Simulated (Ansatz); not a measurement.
CaO (from a published structure), relaxed with r2SCAN in the plane-wave code Ansatz. The symmetry is Fm-3m (No. 225, cubic); conventional cell a = 4.795 Å, 13.78 Å³ an atom. Ca is surrounded by 6 O at 2.40 Å; O is surrounded by 6 Ca at 2.40 Å.

The axes x, y and z are those of this cell:
```yaml
crystal:
  lattice:
    - [0.00000, 2.39755, 2.39755]
    - [2.39755, 0.00000, 2.39755]
    - [2.39755, 2.39755, 0.00000]
  atoms:
    - { symbol: Ca, position: [0.00000, 0.00000, 0.00000] }
    - { symbol: O, position: [0.50000, 0.50000, 0.50000] }
```

Unstrained: The PBE gap is indirect, 3.653 eV (Γ to X), below the direct gap of 4.025 eV at X. The r2SCAN gap is indirect, 4.199 eV (Γ to X), below the direct gap of 4.574 eV at X. The HSE06 gap is indirect, 5.312 eV (Γ to X), below the direct gap of 5.733 eV at X. Meshes: PBE 10×10×10, r2SCAN 10×10×10, HSE06 6×6×6. Strains are changes of length per length, and xy shears are angles. After each strain the atoms were relaxed again with r2SCAN within the symmetry that the strain leaves, so tilts or polar shifts that break it weren't tested; points keep the names that they have in the unstrained zone. No spin polarisation; the structure comes from an open crystallographic database, the properties from the calculation.

Question: Apply xy shear, engineering strain (angle) +0.9 %. How far does the gap move, against the unstrained cell?

Answer: PBE: the gap goes from 3.653 to 3.638 eV (-0.015 eV); with r2SCAN the top three valence levels at Γ, degenerate before, become 1+1+1 from the top over 31 meV. r2SCAN: the gap goes from 4.199 to 4.183 eV (-0.016 eV). HSE06: the gap goes from 5.312 to 5.296 eV (-0.016 eV). The r2SCAN energy rises by 0.3 meV an atom.

Question: Apply uniaxial +3.68 % along y, other directions held. How far does the gap move, against the unstrained cell?

Answer: PBE: the gap goes from 3.653 to 3.607 eV (-0.046 eV); the X points, equivalent before, split by 104 meV, and the conduction bottom lies at those like (0, 1/2, 1/2); with r2SCAN the top three valence levels at Γ, degenerate before, become 2+1 from the top over 71 meV. r2SCAN: the gap goes from 4.199 to 4.149 eV (-0.050 eV); the X points, equivalent before, split by 113 meV, and the conduction bottom lies at those like (0, 1/2, 1/2). HSE06: the gap goes from 5.312 to 5.264 eV (-0.048 eV); the X points, equivalent before, split by 119 meV, and the conduction bottom lies at those like (0, 1/2, 1/2). The r2SCAN energy rises by 11.6 meV an atom.

Question: Apply isotropic +5.0 % on every length. How far does the gap move, against the unstrained cell?

Answer: PBE: the gap goes from 3.653 to 3.643 eV (-0.010 eV). r2SCAN: the gap goes from 4.199 to 4.182 eV (-0.017 eV). HSE06: the gap goes from 5.312 to 5.102 eV (-0.210 eV); it turns from indirect (Γ → X) to direct (Γ). The r2SCAN energy rises by 96.4 meV an atom.

Question: Apply isotropic +0.71 % on every length. How far does the gap move, against the unstrained cell?

Answer: PBE: the gap goes from 3.653 to 3.658 eV (+0.005 eV). r2SCAN: the gap goes from 4.199 to 4.203 eV (+0.004 eV). HSE06: the gap goes from 5.312 to 5.312 eV (0.000 eV). The r2SCAN energy rises by 2.3 meV an atom.

The meshes of the hybrids are coarse, so their gaps aren't converged to the digits shown.

The splittings at Γ are without spin-orbit coupling, which regroups them where it is of like size or larger.
